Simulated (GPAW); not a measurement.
Wanted: an ASE script for a GPAW 26.7.0 run.

* Task: band structure
* Functional: LDA
* Potentials or basis: the program's PAW data sets (release 1.2.1) made for this functional
* Cutoff: 800 eV
* Basis: pw
* k mesh: 6 × 6 × 6
* Occupations: fermi-dirac, width 0.05 eV
* Spin: no spin polarisation
* Maxiter: 150
* Band path: GXMGRX,MR
* Band points: 60

Crystal: BaZrO3.

```
CELL_PARAMETERS angstrom
4.19134 0.00000 0.00000
0.00000 4.19134 0.00000
0.00000 0.00000 4.19134
ATOMIC_POSITIONS crystal
Ba 0.00000 0.00000 0.00000
Zr 0.50000 0.50000 0.50000
O 0.50000 0.50000 0.00000
O 0.50000 0.00000 0.50000
O 0.00000 0.50000 0.50000
```

These files were run (other wordings do the same):

run.py

```python
from ase import Atoms
from ase.dft.bandgap import bandgap
from ase.io import write
from ase.units import GPa
from gpaw import GPAW, PW

atoms = Atoms(['Ba', 'Zr', 'O', 'O', 'O'],
              cell=[[4.19134, 0.0, 0.0],
                    [0.0, 4.19134, 0.0],
                    [0.0, 0.0, 4.19134]],
              scaled_positions=[[0.0, 0.0, 0.0],
                                [0.5, 0.5, 0.5],
                                [0.5, 0.5, 0.0],
                                [0.5, 0.0, 0.5],
                                [0.0, 0.5, 0.5]],
              pbc=True)

calc = GPAW(mode=PW(800),
            xc='LDA',
            kpts={'size': (6, 6, 6), 'gamma': True},
            occupations={'name': 'fermi-dirac', 'width': 0.05},
            nbands=36,
            convergence={'density': 1e-05, 'energy': 1e-05},
            maxiter=150,
            txt='gpaw.txt')
atoms.calc = calc
energy = atoms.get_potential_energy()
forces = atoms.get_forces()
stress = atoms.get_stress()
calc.write('gs.gpw')
write('result.traj', atoms)
print(f'Energy: {energy:.6f} eV')
print('Forces (eV/A):')
print(forces.round(4))
print('Stress (GPa):', (stress / GPa).round(3))
print('Fermi level:', round(calc.get_fermi_level(), 4), 'eV')
print(f'Gap: {bandgap(calc)[0]:.4f} eV, direct: {bandgap(calc, direct=True)[0]:.4f} eV')

path = atoms.cell.bandpath('GXMGRX,MR', npoints=60, eps=1e-4)
bs_calc = calc.fixed_density(kpts=path, symmetry='off', nbands=54,
                             convergence={'bands': 'CBM+6.0', 'eigenstates': 1e-6}, txt='bands.txt')
bs = bs_calc.band_structure()
bs.write('bs.json')
print(f'Gap on the path: {bandgap(bs_calc)[0]:.4f} eV')
```

Potentials or basis: the program's PAW data sets (release 1.2.1) made for this functional, pw.

Run with:

```sh
$ OMP_NUM_THREADS=1 python run.py
```

Results of the run:

```
Pressure                : -5.9 GPa
Band gap on the k mesh  : 3.09 eV, indirect (least direct gap 3.31 eV)
Band gap along the path : 3.09 eV, indirect (least direct gap 3.31 eV)
```

Caveat: spin-orbit coupling is left out, which moves the levels of the heavy elements.

Wall time 2.6 min on 1 thread of Arm Neoverse V2, with other jobs on the host, peak memory 0.54 GiB.
